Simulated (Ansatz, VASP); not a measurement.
# Cross-check of PbF2 (Fluorocronite) between VASP and Ansatz

One calculation is typed for both programs; each brings its own data sets and cutoff. How far apart do they land? The cell is taken from a series of VASP runs on this material, whose earlier steps may have relaxed, scaled or displaced it; both programs get it as it stands.

Main program and level: Ansatz 0.2.0; plane waves, with VASP 6.6.1 beside it; relaxation of cell and atoms at PBEsol.

### Step 1. Starting point

It takes space group Fm-3m (No. 225, cubic). The conventional cell has a = 5.894 Å, b = 5.894 Å, c = 5.894 Å, α = 90.00°, β = 90.00°, γ = 90.00°. Nearest to Pb lie 8 F at 2.55 Å. Nearest to F lie 4 Pb at 2.55 Å. Farther neighbours and most contacts between anions are not listed.

Coordinates:

```cif
data_structure
_symmetry_space_group_name_H-M 'Fm-3m'
_symmetry_Int_Tables_number 225
_cell_length_a 5.8943
_cell_length_b 5.8943
_cell_length_c 5.8943
_cell_angle_alpha 90.000
_cell_angle_beta 90.000
_cell_angle_gamma 90.000
_cell_volume 204.78
loop_
_atom_site_label
_atom_site_type_symbol
_atom_site_symmetry_multiplicity
_atom_site_Wyckoff_symbol
_atom_site_fract_x
_atom_site_fract_y
_atom_site_fract_z
_atom_site_occupancy
Pb1 Pb 4 a 0.00000 0.00000 0.00000 1
F1 F 8 c 0.25000 0.25000 0.75000 1
```

### Step 2. Ansatz: relaxation of cell and atoms, PBEsol

Ansatz runs on its default PAW (the set named soft_2) files.

The relaxed volume is the usual yardstick between codes: its relative difference is about their pressure difference at one cell divided by the bulk modulus.

input.yaml

```yaml
crystal:
  lattice:
    - [0.0, 2.9471400038, 2.9471400038]
    - [2.9471400038, 0.0, 2.9471400038]
    - [2.9471400038, 2.9471400038, 0.0]
  atoms:
    - { symbol: Pb, position: [0.0, 0.0, 0.0] }
    - { symbol: F, position: [0.75, 0.75, 0.75] }
    - { symbol: F, position: [0.25, 0.25, 0.25] }
hamiltonian:
  xc: pbesol
  pseudopotentials: { kind: paw }
kpoints:
  mp_grid: { grid: [6, 6, 6] }
scf:
  occupations: { method: gaussian, width: 0.03 }
relax:
  f_tol: 0.01
  max_steps: 60
  cell: { stress_tol: 0.05 }
output:
  forces: true
  stress: true
  write_density: true
  write_potential: true
  elf: true
  volumetric_format: npy
```

Launch:

```
$ ansatz run input.yaml --threads 4 --pin off --max-ram 9216MiB --backend cpu --events-out ev --progress --plain --runs-dir out
```

Numbers of over 12 decimals in the logs are rounded to 6 here.

The log of the run:

```text
Engine: ansatz 0.2.0, aarch64-unknown-linux-gnu
Pseudopotentials: kind: paw
Pseudopotential: Pb, paw, valence charge 14, recommended cutoff 420 eV (normal), Pb.paw.azcp
Pseudopotential: F, paw, valence charge 7, recommended cutoff 420 eV (normal), F.paw.azcp
Functional definition: PBEsol
  exchange = pbesol_x
  correlation = pbesol_c
Crystal: 3 atoms, lattice volume = 51.196 Å³
Basis set: ecut = 420 eV, 965 PW (Γ), exchange–correlation on 60×60×60 points (8 copies of the dense FFT grid, shifted against one another)
Bands: 18, of which v1, the nominal top of the filled ones, is band 14 counted from 1 (13 counted from 0)
Symmetry: 48 space group operations
Space group: Fm-3m (ITA 225), of the structure as read, at distance tolerance 3.7e-5 Å
k-points: 16 of 216
Non-local potential: Pb, projectors of the file, l = 0: 2, l = 1: 2, l = 2: 2, l = 3: 2
Non-local potential: F, projectors of the file, l = 0: 2, l = 1: 2, l = 2: 1
PAW form: soft (Blöchl's): semilocal exchange-correlation on the pseudo side does not see the compensation charge
PAW frozen core: Pb, regenerated for the run's functional, and the local potential with it (the file was generated under x = pbe(κ = 0.804, μ = 0.219515), c = pbe(β = 0.066725))
PAW frozen core: F, regenerated for the run's functional, and the local potential with it (the file was generated under x = pbe(κ = 0.804, μ = 0.219515), c = pbe(β = 0.066725))
PAW one-centre angular grid: Pb, 590 points (default); XC on 64 Gauss nodes
PAW one-centre angular grid: F, 110 points (default); XC on 64 Gauss nodes
Initial density: superposition of atomic densities (neutral atoms: chi_scale 0, normalization atom), corrected by the library's trained network
Initial wavefunctions: pseudopotential atomic-orbital guess
Functional: x = pbesol(κ = 0.804, μ = 0.123457), c = pbesol(β = 0.046)
SCF iter   1: F=—  HF=-13357.258102 eV  |F-HF|=—  |Δ(HF+E_count)|=         —  Δρ=1.46e-2  dr2=7.49e-2  ethr=1.77e-3  ⟨swp⟩=6.0  Hψ=1465  notcnv=0
preconditioner: auto → none  [insulator: Δε(μ)=4.176 eV  Ē_g=17.035 eV  σ=0.030 eV  W_gap=1.00  n_scr=14 (ndim 8)  ℏωp=27.5 eV  f_vac=0.131  D(μ)=0.00/eV (n_scr^D=0)  ε∞_Penn≈3.6]
SCF iter   2: F=—  HF=-13357.246048 eV  |F-HF|=—  |Δ(HF+E_count)|=   1.21e-2  Δρ=9.74e-3  dr2=3.06e-2  ethr=2.67e-4  ⟨swp⟩=2.2  Hψ=711  notcnv=0
SCF iter   3: F=—  HF=-13357.237403 eV  |F-HF|=—  |Δ(HF+E_count)|=   8.65e-3  Δρ=5.68e-4  dr2=1.10e-4  ethr=1.09e-4  ⟨swp⟩=2.1  Hψ=512  notcnv=0
SCF iter   4: F=—  HF=-13357.237431 eV  |F-HF|=—  |Δ(HF+E_count)|=   2.81e-5  Δρ=1.62e-4  dr2=5.86e-6  ethr=3.94e-7  ⟨swp⟩=2.0  Hψ=504  notcnv=0
SCF iter   5: F=—  HF=-13357.237429 eV  |F-HF|=—  |Δ(HF+E_count)|=   2.00e-6  Δρ=5.84e-5  dr2=1.96e-6  ethr=2.09e-8  ⟨swp⟩=2.0  Hψ=480  notcnv=0
SCF iter   6: F=-13357.237428 eV  HF=-13357.237428 eV  |F-HF|=6.17e-8  |Δ(HF+E_count)|=   8.91e-7  Δρ=1.25e-5  dr2=8.01e-8  ethr=3.57e-10  ⟨swp⟩=6.5  Hψ=1804  notcnv=0
SCF 1 converged in 6 iterations: F = -13357.237428 eV  dr2 = 8.01e-8
  greatest PAW one-centre occupation: 0.984 electrons in one spin orbital (limit 2), on the Pb atom at site 0 (counted from 0), in its partial waves of l = 2
relax step   1: F+E_penalty+E_count = -13357.23742781 eV  Δ(F+E_penalty+E_count) = +0.000e0 eV  max|allowed force component| = 6.168e-18 eV/Å  Δτ_max = 0.0000 Å  P = +0.164 GPa  Ω = 51.196 Å³  (6 SCF iters, dr2 threshold 1.00e-7 eV, accepted)
[...]
relax step   2: F+E_penalty+E_count = -13357.23686397 eV  Δ(F+E_penalty+E_count) = +5.638e-4 eV  max|allowed force component| = 5.705e-17 eV/Å  Δτ_max = 0.0000 Å  P = -0.138 GPa  Ω = 51.381 Å³  energy of the carried Pulay correction = -5.787e-4 eV  (5 SCF iters, dr2 threshold 6.76e-8 eV, accepted)
[...]
relax step   3: F+E_penalty+E_count = -13357.23716484 eV  Δ(F+E_penalty+E_count) = -3.009e-4 eV  max|allowed force component| = 9.098e-17 eV/Å  Δτ_max = 0.0000 Å  P = -0.001 GPa  Ω = 51.297 Å³  energy of the carried Pulay correction = -3.145e-4 eV  (4 SCF iters, dr2 threshold 4.75e-8 eV, accepted)
[...]
relax step   4: F+E_penalty+E_count = -13357.23735036 eV  Δ(F+E_penalty+E_count) = -1.855e-4 eV  max|allowed force component| = 6.476e-17 eV/Å  Δτ_max = 0.0000 Å  P = +0.012 GPa  Ω = 51.297 Å³  stress off target by 1.22e-2 GPa  SCF on the basis re-selected at this cell (its energy is not comparable with the rows above)  (6 SCF iters)
basis re-selected at this cell: Δ(F+E_penalty+E_count) = -1.855e-4 eV, ΔP = +0.013 GPa vs the last step (what re-selecting the basis moved, of the pressure what is left beyond the Pulay correction that the steps carried, after the strain that the cell walked since its last selection, with what the two solves' SCF thresholds leave and, on support functions, any second-order correction that the steps lacked; it is no m [...]
SCF converged after 6 iterations
Free energy (F): -13357.237350 eV
Harris-Foulkes:  -13357.237350 eV  (|F-HF|=3.64e-12)
Internal energy: -13357.237350 eV  (E = F + TS)
E sigma→0 (E₀):  -13357.237350 eV
Fermi energy:    7.248011 eV
--- Per-component energies (eV) ---
  E_band       = -121.523870
  E_kinetic    = 697.409268
  E_local      = -2235.922073  (includes V_loc(G=0)·N_el)
  E_nonlocal   = 499.836250
  E_hartree    = 856.115507
  E_xc         = -377.253602
  E_vxc        = -336.416695  (∫ρ·V_xc dr)
  E_paw        = -10638.046244  (= ΣΔE_a)
  E_vpaw       = -458.665673  (= ΣTr[D̂ρ^β])
  E_aug_tail   = 0.004045  (compensation charges beyond the density's cutoff)
  E_ewald      = -2159.527502
  E_core_change = 0.147002  (= ΣΔE_core)
  E_smearing   = -0.000000  (= −TS)
  E_closure    = 0.000000  (closes the sum)
  Σ components = -13357.237350   (vs F -13357.237350, Δ=0.00e0)
--- Forces (eV/Å), atoms counted from 1 ---
  atom   1  Pb    -0.00000000     0.00000000     0.00000000
  atom   2  F     -0.00000000    -0.00000000    -0.00000000
  atom   3  F      0.00000000     0.00000000     0.00000000
  max |Σ_I F_I| component: 2.31e-17 eV/Å
--- Stress (GPa, compression-positive) ---
        0.012243      -0.000000      -0.000000
       -0.000000       0.012243      -0.000000
       -0.000000      -0.000000       0.012243
  P = ⅓ Tr σ = 0.0122 GPa (0.122 kbar)
--- Band table (eV; the first three rows and the last of 16) ---
  k-point 0: bands = [... 10 lower, 2.5239, 3.0274, 3.0274, 3.0274, 11.7960, 11.7960, 11.7960, 15.6544]
  k-point 1: bands = [... 10 lower, 2.4651, 2.9853, 2.9853, 3.7084, 10.9825, 12.0250, 12.0250, 17.0825]
  k-point 2: bands = [... 10 lower, 2.3518, 2.9016, 2.9016, 4.6612, 10.2286, 12.4947, 12.4947, 18.2274]
  k-point 15: bands = [... 10 lower, 2.8346, 3.4099, 3.5253, 5.0698, 10.2717, 11.9685, 12.6087, 14.8161]
--- Relaxed structure (3 steps of the walk, 3 accepted, 1 SCFs on fresh bases) ---
  F+E_penalty+E_count = -13357.23735036 eV   max|allowed force component| = 6.476e-17 eV/Å   (the final SCF, on the basis selected at the relaxed cell)
  cell:  # Å, volume = 51.2965 Å³
    - [0, 2.949076, 2.949076]
    - [2.949076, 0, 2.949076]
    - [2.949076, 2.949076, 0]
  atoms:
    - { symbol: Pb, position: [0, 0, 0] }
    - { symbol: F, position: [0.75, 0.75, 0.75] }
    - { symbol: F, position: [0.25, 0.25, 0.25] }
```

It took 1.9 s on 4 threads of Arm Neoverse V2, shared host; peak memory 0.32 GiB.

### Step 3. VASP: relaxation of cell and atoms, PBEsol

The same cell, functional, mesh and smearing now go to VASP, with its own data sets and cutoff.

Lines of VASP's logs that name or quote its potential files are left out, and so is its time.

INCAR

```
SYSTEM = PbF2
PREC = Accurate
ENCUT = 520
EDIFF = 1E-06
NELM = 100
ISMEAR = 0
SIGMA = 0.03
LREAL = .FALSE.
ALGO = Normal
GGA = PS
NBANDS = 20
LORBIT = 11
LWAVE = .FALSE.
LCHARG = .FALSE.
KPAR = 4
IBRION = 2
NSW = 50
ISIF = 3
EDIFFG = -0.006
```

POSCAR

```
PbF2
1.0
    0.0000000000      2.9471400038      2.9471400038
    2.9471400038      0.0000000000      2.9471400038
    2.9471400038      2.9471400038      0.0000000000
Pb F
1 2
Direct
    0.0000000000      0.0000000000      0.0000000000
    0.7500000000      0.7500000000      0.7500000000
    0.2500000000      0.2500000000      0.2500000000
```

KPOINTS

```
Automatic mesh
0
Gamma
6 6 6
0 0 0
```

PAW data sets: Pb_d and F (PBE family, release 64).

Launch:

```
$ mpirun -np 4 vasp_std
```

The log of the run:

```text
[banner, memory and clock lines left out]
running    4 mpi-ranks, on    1 nodes
 distrk:  each k-point on    1 cores,    4 groups
 distr:  one band on    1 cores,    1 groups

 POSCAR found type information on POSCAR PbF
 POSCAR found :  2 types and       3 ions
|                                                                             |
|               ----> ADVICE to this user running VASP <----                  |
|                                                                             |
|     You enforced a specific xc type in the INCAR file but a different       |
|     [... a line on the potential file left out ...]
|     I HOPE YOU KNOW WHAT YOU ARE DOING!                                     |
|                                                                             |

 LDA part: xc-table for (Slater+PW92), standard interpolation
 POSCAR, INCAR and KPOINTS ok, starting setup
 FFT: planning ... GRIDC
 FFT: planning ... GRID_SOFT
 FFT: planning ... GRID
 WAVECAR not read
 entering main loop
       N       E                     dE             d eps       ncg     rms          rms(c)
DAV:   1     0.308883328838E+03    0.30888E+03   -0.14880E+04   648   0.162E+03
DAV:   2     0.133669710832E+02   -0.29552E+03   -0.27928E+03   684   0.439E+02
DAV:   3    -0.156459703702E+02   -0.29013E+02   -0.28639E+02   764   0.151E+02
DAV:   4    -0.165123705495E+02   -0.86640E+00   -0.86549E+00   740   0.271E+01
DAV:   5    -0.165401691804E+02   -0.27799E-01   -0.27794E-01   788   0.503E+00    0.712E+00
DAV:   6    -0.149584170722E+02    0.15818E+01   -0.75599E+00   880   0.226E+01    0.258E+00
DAV:   7    -0.149456254341E+02    0.12792E-01   -0.39106E-01   656   0.399E+00    0.149E+00
DAV:   8    -0.149378682248E+02    0.77572E-02   -0.94174E-02   676   0.343E+00    0.509E-01
DAV:   9    -0.149350040503E+02    0.28642E-02   -0.19383E-02   800   0.104E+00    0.969E-02
DAV:  10    -0.149362840337E+02   -0.12800E-02   -0.18705E-03   644   0.399E-01    0.319E-02
DAV:  11    -0.149362831326E+02    0.90114E-06   -0.13595E-04   740   0.116E-01    0.125E-02
DAV:  12    -0.149363031436E+02   -0.20011E-04   -0.67652E-05   660   0.740E-02    0.141E-02
DAV:  13    -0.149362997716E+02    0.33720E-05   -0.27508E-05   860   0.509E-02    0.280E-03
DAV:  14    -0.149362998088E+02   -0.37184E-07   -0.14068E-06   560   0.842E-03
   1 F= -.14936300E+02 E0= -.14936300E+02  d E =-.149363E+02
 curvature:   0.00 expect dE= 0.000E+00 dE for cont linesearch  0.000E+00
 trial: gam= 0.00000 g(F)=  0.919E-49 g(S)=  0.124E-04 ort = 0.000E+00 (trialstep = 0.100E+01)
 search vector abs. value=  0.124E-04
 reached required accuracy - stopping structural energy minimisation
```

Parts of OUTCAR (step 3):

```text
ion  position               nearest neighbor table
   1  0.000  0.000  0.000-   2 2.55   2 2.55   2 2.55   2 2.55   3 2.55   3 2.55   3 2.55   3 2.55

  LATTYP: Found a face centered cubic cell.
 ALAT       =     5.8942800076

 Subroutine GETGRP returns: Found 48 space group operations
 (whereof 48 operations were pure point group operations)

The static configuration has the point symmetry O_h .

 Found     16 irreducible k-points:

   k-points           NKPTS =     16   k-points in BZ     NKDIM =     16   number of bands    NBANDS=     20

   dimension x,y,z NGX =    32 NGY =   32 NGZ =   32
   dimension x,y,z NGXF=    64 NGYF=   64 NGZF=   64

   ENCUT  =  520.0 eV  38.22 Ry    6.18 a.u.   7.75  7.75  7.75*2*pi/ulx,y,z

   NELECT =      28.0000    total number of electrons

 k-points in reciprocal lattice and weights: Automatic mesh
   0.00000000  0.00000000  0.00000000       0.005
   0.16666667  0.00000000  0.00000000       0.037
   0.33333333  0.00000000  0.00000000       0.037
   0.50000000  0.00000000  0.00000000       0.019
   0.16666667  0.16666667  0.00000000       0.028
   0.33333333  0.16666667  0.00000000       0.111
   0.50000000  0.16666667  0.00000000       0.111
  -0.33333333  0.16666667  0.00000000       0.111
  -0.16666667  0.16666667  0.00000000       0.056
[...]
-0.33333333  0.33333333  0.16666667       0.111
  -0.33333333  0.50000000  0.16666667       0.056

 average (electrostatic) potential at core
       1 -92.6759       2 -75.1422       3 -75.1422

 E-fermi :   2.1367

 k-point     1 :       0.0000    0.0000    0.0000
  band No.  band energies     occupation
    ...
     10      -0.6432      2.00000
     11      -0.6432      2.00000
     12      -0.1379      2.00000
     13      -0.1379      2.00000
     14      -0.1379      2.00000
     15       8.6327      0.00000
     16       8.6327      0.00000
     17       8.6327      0.00000
     18      12.4944      0.00000
     19      16.9539      0.00000
    ...

 k-point     2 :       0.1667    0.0000    0.0000
  band No.  band energies     occupation
    ...
     10      -0.7021      2.00000
     11      -0.7021      2.00000
     12      -0.1801      2.00000
     13      -0.1801      2.00000
     14       0.5447      2.00000
     15       7.8181      0.00000
     16       8.8631      0.00000
     17       8.8631      0.00000
     18      13.9271      0.00000
     19      16.3366      0.00000
    ...

 k-point     3 :       0.3333    0.0000    0.0000
  band No.  band energies     occupation
    ...
     10      -0.8166      2.00000
     11      -0.8166      2.00000
     12      -0.2639      2.00000
     13      -0.2639      2.00000
     14       1.5002      2.00000
     15       7.0649      0.00000
     16       9.3359      0.00000
     17       9.3359      0.00000
     18      15.0742      0.00000
     19      15.7434      0.00000
    ...

  Total       -0.0160095     -0.0160095     -0.0160095      0.0000000      0.0000000      0.0000000
  in kB       -0.5010205     -0.5010205     -0.5010205      0.0000000      0.0000000      0.0000000
  external PRESSURE =      -0.5010205 kB  Pullay stress =       0.0000000 kB

  energy-cutoff  :      520.00
  volume of cell :       51.20
      direct lattice vectors                 reciprocal lattice vectors
     0.000000000  2.947140004  2.947140004    -0.169656005  0.169656005  0.169656005
     2.947140004  0.000000000  2.947140004     0.169656005 -0.169656005  0.169656005
     2.947140004  2.947140004  0.000000000     0.169656005  0.169656005 -0.169656005

 POSITION                                       TOTAL-FORCE (eV/Angst)
 -----------------------------------------------------------------------------------
      0.00000      0.00000      0.00000         0.000000      0.000000      0.000000
      4.42071      4.42071      4.42071        -0.000000     -0.000000     -0.000000
      1.47357      1.47357      1.47357         0.000000      0.000000      0.000000
 -----------------------------------------------------------------------------------
    total drift:                                0.000000     -0.000000      0.000000

  FREE ENERGIE OF THE ION-ELECTRON SYSTEM (eV)
  ---------------------------------------------------
  free  energy   TOTEN  =       -14.9362998088 eV

  energy  without entropy=      -14.9362998088  energy(sigma->0) =      -14.93629981

 reached required accuracy - stopping structural energy minimisation

 total charge
# of ion       s       p       d       tot
------------------------------------------
    1        1.542   0.299   9.866  11.707
    2        1.740   4.311   0.000   6.052
    3        1.740   4.311   0.000   6.052
--------------------------------------------------
tot          5.022   8.922   9.866  23.810

[... 3 further parts left out ...]
```

CONTCAR:

```
PbF2
   1.00000000000000
     0.0000000000000000    2.9471400038000000    2.9471400038000000
     2.9471400038000000    0.0000000000000000    2.9471400038000000
     2.9471400038000000    2.9471400038000000    0.0000000000000000
  Pb              F
     1     2
Direct
     0.0000000000000000    0.0000000000000000    0.0000000000000000
     0.7500000000000000    0.7500000000000000    0.7500000000000000
     0.2500000000000000    0.2500000000000000    0.2500000000000000
```

### Step 4. Differences

Known differences besides the potentials themselves: both relaxations stop at a tolerance, which leaves soft axes loose, and VASP keeps its plane-wave basis; the cutoff is 420 eV in Ansatz and 520 eV in VASP; Ansatz makes its cores anew for this functional, VASP keeps those of its PBE data sets; VASP leaves aspherical gradient terms in its spheres out (LASPH is not set), Ansatz keeps them; Ansatz adds a Pulay correction to the stress that steers its cell, VASP none. Total energies have different zeros and are not compared.

Both answers:

```csv
quantity,Ansatz,VASP,difference
volume (Å³),51.30,51.20,+0.20 %
"edge a after relaxation, in the typed setting (Å)",4.171,4.168,+0.06 %
```

The walks stopped with 0.01 GPa left in Ansatz and -0.05 GPa in VASP; each walk ends within a tolerance, so the volume difference is uncertain by about these residues over the bulk modulus, most in soft cells.

### Step 5. Summary of results

```
difference in volume (relaxation of cell and atoms, PBEsol) : 0.20 %
```

The difference in volume is 0.20 % (relaxation of cell and atoms, PBEsol), within the 1.2 % picked in this series as the mark of a large difference, as far as the stopping tolerances let one tell. How closely two codes agree says nothing of how well the functional describes the real material.

[Lines on the potential files, build, host, timing and source positions are cut from VASP's logs without a mark.]

[Logs are printed without paths, hosts, clocks, repeated set-up lines and the standing remarks that a program may print on its own settings, such as how far it seeks lower states.]

[Hosts, paths, dates, database ids (printed as entryN), source tags and the programs' standing remarks are cut or masked in the printed files.]
